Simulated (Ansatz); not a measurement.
Molecular dynamics on a 1×1×1 supercell (2 atoms) of KI (Fm-3m), relaxed with r2SCAN. Forces come from r2SCAN in the plane-wave code Ansatz: a Langevin thermostat at fixed volume, 200 K, steps of 1 fs. Spin polarisation is off, nuclei are classical, and the run is far too short for thermal averages.

```yaml
crystal:
  lattice:
    - [0.0, 3.5445661619, 3.5445661619]
    - [3.5445661619, 0.0, 3.5445661619]
    - [3.5445661619, 3.5445661619, 0.0]
  atoms:
    - { symbol: K, position: [0.0, 0.0, 0.0] }
    - { symbol: I, position: [0.5, 0.5, 0.5] }
kpoints:
  mp_grid: { grid: [4, 4, 4] }
hamiltonian:
  xc: r2scan
scf:
  occupations: { method: fermi_dirac, width: 0.02 }
md:
  ensemble: nvt_langevin
  temperature: 200
  timestep: 1.0
  n_steps: 20
  initial_velocities: maxwell_boltzmann
  seed: 8202
```

Run as `ansatz run input.yaml --threads 4 --pin off --max-ram 3686MiB --backend cpu --events-out ev --progress --plain --runs-dir out`. It took 69 s on 4 threads of Arm Neoverse V1, with other jobs on the host, load about 1.1 per core; peak host memory 0.71 GiB.

```
step  t (fs)  T (K)  free energy F from step 0 (meV/atom)  kinetic energy (meV/atom)  largest force (eV/Å)
   0       0    100                                   0.0                       12.9                  0.00
   1       1    110                                   0.0                       14.3                  0.00
   2       2    135                                   0.0                       17.4                  0.01
   3       3    107                                   0.0                       13.8                  0.01
   4       4    103                                   0.1                       13.3                  0.02
   5       5    107                                   0.1                       13.9                  0.02
   6       6    112                                   0.2                       14.5                  0.03
   7       7    126                                   0.2                       16.3                  0.03
   8       8    130                                   0.3                       16.8                  0.04
   9       9    156                                   0.4                       20.1                  0.04
  10      10    161                                   0.5                       20.8                  0.05
  11      11    177                                   0.6                       22.8                  0.05
  12      12    166                                   0.8                       21.5                  0.06
  13      13    163                                   0.9                       21.0                  0.06
  14      14    211                                   1.0                       27.2                  0.07
  15      15    216                                   1.2                       28.0                  0.08
  16      16    230                                   1.4                       29.7                  0.08
  17      17    249                                   1.7                       32.2                  0.09
  18      18    262                                   2.0                       33.9                  0.09
  19      19    229                                   2.2                       29.7                  0.10
  20      20    249                                   2.5                       32.2                  0.11
```

The temperature goes from 100 K to 249 K in 20 fs. The first value is 1/2 of the setting, since velocities are drawn without the motion of the centre of mass and T is counted over all atoms. By the last step the atoms have moved 0.05 Å in the root mean square, the drift of the whole cell taken out, 0.05 Å at most.

Positions (Å) and forces (eV/Å) at step 20:
```
K   -0.005  -0.084   0.010     0.012   0.107  -0.010
I    3.550   3.554   3.546    -0.012  -0.107   0.010
```
